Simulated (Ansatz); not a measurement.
## CdO (Monteponite) under changes of volume

One of the cells (12.970 Å³/atom); the others are scaled copies at fixed shape and fractional positions:

```
Cd O
1.0
     0.00000    2.34950    2.34950
     2.34950    0.00000    2.34950
     2.34950    2.34950    0.00000
Cd O
1 1
Direct
  0.00000 0.00000 0.00000
  0.50000 0.50000 0.50000
```

- Program: Ansatz 0.2.0
- Functional: HISS
- Potentials or basis: Ansatz PAW
- Cutoff: 420 eV (not typed: the program's choice for these potentials)
- k mesh: 5 × 5 × 5
- Occupations: fermi-dirac, width 0.05 eV
- Spin: no spin polarisation

```tsv
volume (Å³/atom)	energy over the lowest point (meV/atom)	pressure (GPa)	gap on the mesh (eV)
12.191	15.72	8.7	2.19
12.451	4.58	4.8	2.11
12.710	0.00	1.2	2.04
12.970	0.59	-1.9	1.97
13.229	6.04	-4.8	1.90
13.488	?	?	?
13.748	29.64	-9.5	1.76
```

Question: What does the run at 13.488 Å³/atom give?

Answer: Energy over the lowest point 15.80 meV/atom; pressure -7.3 GPa; gap on the mesh 1.83 eV.

Worked out: A Birch-Murnaghan fit of order 3 (a polynomial in V^(-2/3)) to the other rows has its minimum at 12.81 Å³/atom with B0 = V·E''(V) = 160 GPa and B' = 4.8. It gives 15.92 meV/atom at 13.488 Å³/atom, against the run's 15.80, and -dE/dV = -7.3 GPa, against -7.3. A straight line through the other rows of the gap, of slope -3.55 eV per unit of ln V, gives 1.83 eV, against the run's 1.83.

Energies are extrapolated to zero smearing.

Caveats: all runs use coarse meshes; odd divisions of the mesh miss points on the zone boundary, where band edges often lie, so the gap on the mesh can be too wide; the PAW data sets come from PBE, with cores solved anew for the run's functional, which leaves a small shift of forces and pressure; the thresholds are loose for stress.

A mesh can miss the band edges. Spin-orbit coupling on Cd is left out.
